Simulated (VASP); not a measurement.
# NaCl (F-43m) in VASP: settings compared

Aim: see how the results for NaCl move with the level of theory and the settings. Levels: PBE, RPBE, PBEsol+D3. Tasks: relaxation of cell and atoms, relaxation of the atoms, atomic charges.

All numbers are computed with VASP 6.6.1; they aren't measurements. Logs are shortened: lines on timing, memory, paths and dates and some standing lists are left out, and cuts for length are marked.

## Step 1: Starting point

Symmetry: F-43m, No. 216, cubic system. The conventional cell has a = 6.251 Å, b = 6.251 Å, c = 6.251 Å, α = 90.00°, β = 90.00°, γ = 90.00°. Na (site symmetry -43m) is surrounded by 4 Cl at 2.71 Å. Cl (site symmetry -43m) has 4 Na at 2.71 Å as nearest neighbours.

The cell was built by a generator and needn't be a form met in nature.

## Step 2: Relaxation of cell and atoms, PBE

Contents of INCAR:

```
  ALGO = Normal
  EDIFF = 1E-7
  EDIFFG = -0.005
  ENCUT = 600
  GGA = PE
  IBRION = 2
  ISIF = 3
  ISMEAR = 0
  LASPH = T
  LCHARG = F
  LREAL = F
  LWAVE = F
  NELM = 60
  NSW = 60
  PREC = Accurate
  SIGMA = 0.05
```

Contents of KPOINTS:

```
k-points
0
Gamma
  7 7 7
```

Contents of POSCAR:

```
NaCl
1.0
    0.0000000000      3.1257300000      3.1257300000
    3.1257300000      0.0000000000      3.1257300000
    3.1257300000      3.1257300000      0.0000000000
Na Cl
1 1
Direct
    0.2500000000      0.2500000000      0.2500000000
    0.5000000000      0.5000000000      0.5000000000
```

Potentials or basis: VASP PAW PBE potentials, release 64 (Na_pv, Cl).

Run with:

```console
$ cat potpaw_PBE.64/Na_pv/POTCAR potpaw_PBE.64/Cl/POTCAR > POTCAR
$ mpirun -np 1 vasp_std > vasp.out
```

OUTCAR:

```text
EDIFF = 1E-7
   EDIFFG = -0.005
   ENCUT = 600
   GGA = PE
   IBRION = 2
   ISIF = 3
   ISMEAR = 0
   LASPH = T
   LREAL = F
   NELM = 60
   NSW = 60
   PREC = Accurate

 ion  position               nearest neighbor table
   1  0.250  0.250  0.250-   2 2.71   2 2.71   2 2.71   2 2.71
   2  0.500  0.500  0.500-   1 2.71   1 2.71   1 2.71   1 2.71

  LATTYP: Found a face centered cubic cell.
 ALAT       =     6.2514600000

  Lattice vectors:

 A1 = (   0.0000000000,   3.1257300000,   3.1257300000)
 A2 = (   3.1257300000,   0.0000000000,   3.1257300000)
 A3 = (   3.1257300000,   3.1257300000,   0.0000000000)

Analysis of symmetry for initial positions (statically):
=====================================================================
 Subroutine PRICEL returns:
 Original cell was already a primitive cell.

 Routine SETGRP: Setting up the symmetry group for a
 face centered cubic supercell.

 Subroutine GETGRP returns: Found 24 space group operations
 (whereof 24 operations were pure point group operations)
 out of a pool of 48 trial point group operations.

The static configuration has the point symmetry T_d .

Analysis of symmetry for dynamics (positions and initial velocities):
=====================================================================
 Subroutine PRICEL returns:
 Original cell was already a primitive cell.

 Routine SETGRP: Setting up the symmetry group for a
 face centered cubic supercell.

 Subroutine GETGRP returns: Found 24 space group operations
 (whereof 24 operations were pure point group operations)
 out of a pool of 48 trial point group operations.

The dynamic configuration has the point symmetry T_d .

 Subroutine INISYM returns: Found 24 space group operations
 (whereof 24 operations are pure point group operations),
 and found     1 'primitive' translations

----------------------------------------------------------------------------------------

                                     Primitive cell

  volume of cell :      61.0779

  direct lattice vectors                    reciprocal lattice vectors
     0.000000000  3.125730000  3.125730000    -0.159962633  0.159962633  0.159962633
     3.125730000  0.000000000  3.125730000     0.159962633 -0.159962633  0.159962633
     3.125730000  3.125730000  0.000000000     0.159962633  0.159962633 -0.159962633

  length of vectors
     4.420449758  4.420449758  4.420449758     0.277063407  0.277063407  0.277063407

  position of ions in fractional coordinates (direct lattice)
     0.250000000  0.250000000  0.250000000
     0.500000000  0.500000000  0.500000000

  ion indices of the primitive-cell ions
   primitive index   ion index
                 1           1
                 2           2

----------------------------------------------------------------------------------------

 KPOINTS: k-points

Automatic generation of k-mesh.
 Grid dimensions read from file:
 generate k-points for:    7    7    7

 Generating k-lattice:

  Cartesian coordinates                     Fractional coordinates (reciprocal lattice)
    -0.022851805  0.022851805  0.022851805     0.142857143  0.000000000  0.000000000
     0.022851805 -0.022851805  0.022851805     0.000000000  0.142857143  0.000000000
     0.022851805  0.022851805 -0.022851805     0.000000000  0.000000000  0.142857143

  Length of vectors
     0.039580487  0.039580487  0.039580487

  Shift w.r.t. Gamma in fractional coordinates (k-lattice)
     0.000000000  0.000000000  0.000000000

 Subroutine IBZKPT returns following result:
 ===========================================

 Found     20 irreducible k-points:

 Following reciprocal coordinates:
[... 51 lines left out ...]
   NUPDOWN=      -1.0000    fix difference up-down
   EMIN   =  10.00;   EMAX   =-10.00  energy-range for DOS
   EFERMI =   0.00;   METHOD = LEGACY
   ISMEAR =     0;   SIGMA  =   0.05  broadening in eV -4-tet -1-fermi 0-gaus
   EFERMI_NEDOS =   21; number of points for ismear=-14 and -15
   IALGO  =     38    algorithm
   IMIX   =      4    mixing-type and parameters
     AMIX     =   0.40;   BMIX     =  1.00
     AMIX_MAG =   1.60;   BMIX_MAG =  1.00
  volume/ion in A,a.u.               =      30.54       206.09
  Fermi-wavevector in a.u.,A,eV,Ry     =   1.001896  1.893309 13.657473  1.003796
  Thomas-Fermi vector in A             =   2.134348
   LORBIT       =      0    0 simple, 1 ext, 2 COOP (PROOUT), +10 PAW based schemes
   GGA     = PE    functional components
   LHFCALC =     F    Hartree Fock is set to
   AEXX    =    0.0000 exact exchange contribution
   IVDW    =     0    specifies the selected vdW correction
   LEPSILON=     F    determine dielectric tensor
   LRPA    =     F    only Hartree local field effects (RPA)
 conjugate gradient relaxation of ions
 non-spin polarized calculation
 Gauss-broadening in eV      SIGMA  =   0.05
  energy-cutoff  :      600.00
  volume of cell :       61.08
 maximum number of plane-waves:      2085
   NGX = 17   NGY = 17   NGZ = 17

--------------------------------------- Ionic step        1  -------------------------------------------

 number of electron      14.0000007 magnetization

 Free energy of the ion-electron system (eV)
  ---------------------------------------------------
  ext. energy  EPLUGINS =         0.00000000
  ---------------------------------------------------
  free energy    TOTEN  =        -6.64324675 eV

  energy without entropy =       -6.64324675  energy(sigma->0) =       -6.64324675

------------------------ aborting loop because EDIFF is reached ----------------------------------------

  FORCE on cell =-STRESS in cart. coord.  units (eV):
  Direction    XX          YY          ZZ          XY          YZ          ZX
  --------------------------------------------------------------------------------------
  -------------------------------------------------------------------------------------
  Total        0.0135831      0.0135831      0.0135831      0.0000000      0.0000000     -0.0000000
  in kB        0.3563073      0.3563073      0.3563073      0.0000000      0.0000000     -0.0000000
  external PRESSURE =       0.3563073 kB  Pullay stress =       0.0000000 kB

 VOLUME and BASIS-vectors are now :
 -----------------------------------------------------------------------------
  energy-cutoff  :      600.00
  volume of cell :       61.08
      direct lattice vectors                 reciprocal lattice vectors
     0.000000000  3.125730000  3.125730000    -0.159962633  0.159962633  0.159962633
     3.125730000  0.000000000  3.125730000     0.159962633 -0.159962633  0.159962633
     3.125730000  3.125730000  0.000000000     0.159962633  0.159962633 -0.159962633

 POSITION                                       TOTAL-FORCE (eV/Angst)
 -----------------------------------------------------------------------------------
      1.56286      1.56286      1.56286        -0.000000      0.000000     -0.000000
      3.12573      3.12573      3.12573         0.000000     -0.000000      0.000000
 -----------------------------------------------------------------------------------
    total drift:                                0.000001      0.000001      0.000001

  FREE ENERGIE OF THE ION-ELECTRON SYSTEM (eV)
  ---------------------------------------------------
  free  energy   TOTEN  =        -6.6432467484 eV

  energy  without entropy=       -6.6432467484  energy(sigma->0) =       -6.64324675

--------------------------------------- Ionic step        2  -------------------------------------------

 number of electron      14.0000007 magnetization

 Free energy of the ion-electron system (eV)
  ---------------------------------------------------
  ext. energy  EPLUGINS =         0.00000000
  ---------------------------------------------------
  free energy    TOTEN  =        -6.64325684 eV

  energy without entropy =       -6.64325684  energy(sigma->0) =       -6.64325684

 E-fermi :  -2.2466     XC(G=0):  -6.7165

 val. band max:       -2.5432772181   @ k =   0.0000   0.0000   0.0000
 cond. band min:       2.3072294555   @ k =   0.0000   0.0000   0.0000
 fundamental gap:      4.8505066736
 Fermi energy:        -2.2465714318

 k-point     1 :       0.0000    0.0000    0.0000
  band No.  band energies     occupation
      1     -23.2404      2.00000
      2     -23.2404      2.00000
      3     -23.2404      2.00000
      4     -14.6208      2.00000
      5      -2.5433      2.00000
      6      -2.5433      2.00000
      7      -2.5433      2.00000
      8       2.3072      0.00000
      9       8.5585      0.00000
     10       8.5585      0.00000
     11       8.5585      0.00000
[... 253 lines left out ...]
 k-point    20 :      -0.2857    0.4286    0.1429
  band No.  band energies     occupation
      1     -23.2516      2.00000
      2     -23.2452      2.00000
      3     -23.2433      2.00000
      4     -14.4543      2.00000
      5      -3.2142      2.00000
      6      -3.1301      2.00000
      7      -2.8108      2.00000
      8       5.2936      0.00000
      9       6.6294      0.00000
     10       7.2785      0.00000
     11       8.3650      0.00000

------------------------ aborting loop because EDIFF is reached ----------------------------------------

  FORCE on cell =-STRESS in cart. coord.  units (eV):
  Direction    XX          YY          ZZ          XY          YZ          ZX
  --------------------------------------------------------------------------------------
  -------------------------------------------------------------------------------------
  Total        0.0069804      0.0069804      0.0069804      0.0000000     -0.0000000      0.0000000
  in kB        0.1829281      0.1829281      0.1829281      0.0000000     -0.0000000      0.0000000
  external PRESSURE =       0.1829281 kB  Pullay stress =       0.0000000 kB

 VOLUME and BASIS-vectors are now :
 -----------------------------------------------------------------------------
  energy-cutoff  :      600.00
  volume of cell :       61.14
      direct lattice vectors                 reciprocal lattice vectors
    -0.000000000  3.126754121  3.126754121    -0.159910239  0.159910239  0.159910239
     3.126754121 -0.000000000  3.126754121     0.159910239 -0.159910239  0.159910239
     3.126754121  3.126754121 -0.000000000     0.159910239  0.159910239 -0.159910239

 POSITION                                       TOTAL-FORCE (eV/Angst)
 -----------------------------------------------------------------------------------
      1.56338      1.56338      1.56338         0.000000      0.000000      0.000000
      3.12675      3.12675      3.12675        -0.000000     -0.000000     -0.000000
 -----------------------------------------------------------------------------------
    total drift:                                0.000001      0.000001      0.000001

  FREE ENERGIE OF THE ION-ELECTRON SYSTEM (eV)
  ---------------------------------------------------
  free  energy   TOTEN  =        -6.6432568378 eV

  energy  without entropy=       -6.6432568378  energy(sigma->0) =       -6.64325684

 reached required accuracy - stopping structural energy minimisation
```

It took 10 s on 1 thread of Intel Xeon 6975P-C (Granite Rapids), shared host; peak memory 0.2 GiB.

Results:

```yaml
Free_energy: -6.6433 eV
Relaxed_volume: 30.57 Å³/atom
Relaxed_cell: a = 4.422 Å, b = 4.422 Å, c = 4.422 Å, α = 60.00°, β = 60.00°, γ = 60.00°
Space_group_after_relaxing_to_0.05_Å: F-43m (No. 216)
Energy_gained_by_relaxing: 0.0 meV/atom
Ionic_steps: 2
Pressure_after_relaxing: 0.0 GPa
Band_gap_on_the_k_mesh: 4.85 eV, direct
```

Final structure:
```
Na Cl
1.0
     0.00000    3.12675    3.12675
     3.12675    0.00000    3.12675
     3.12675    3.12675    0.00000
Na Cl
1 1
Direct
  0.25000 0.25000 0.25000
  0.50000 0.50000 0.50000
```

Caveat: an odd mesh through Γ misses points on the zone boundary, where band edges often lie.

(Part 1 of 2 ends here.)
